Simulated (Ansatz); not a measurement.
TiB2:

```
Ti B
1.0
     3.02920    0.00000    0.00000
    -1.51460    2.62336    0.00000
     0.00000    0.00000    3.22840
Ti B
1 2
Direct
  0.00000 0.00000 0.00000
  0.66667 0.33333 0.50000
  0.33333 0.66667 0.50000
```

Base run:

- Program: Ansatz 0.2.0
- Functional: PBEsol
- Potentials or basis: all-electron LAPW, scalar-relativistic
- Cutoff: 282 eV
- Density cutoff: 1126 eV
- Basis error allowed: 0.002 eV/atom
- k mesh: 10 × 10 × 8
- Occupations: fermi-dirac, width 0.05 eV
- Spin: no spin polarisation
- Hubbard terms: Ti d U = 2 eV

Its results: band gap on the k mesh none (metal or under the smearing width); pressure -3.4 GPa.

**Question.** The run is repeated on the same cell with these changes: hubbard terms from Ti d U = 2 eV to Ti d U = 4 eV. What comes out?

**Answer.** Band gap on the k mesh none (metal or under the smearing width); pressure -1.5 GPa.

Caveats: U is the effective U less J, on atomic orbitals that reach past the spheres; U without spin polarisation on a metal has little footing; the U is typed as a test and isn't derived for this compound.

Not every run made on this cell is shown here.
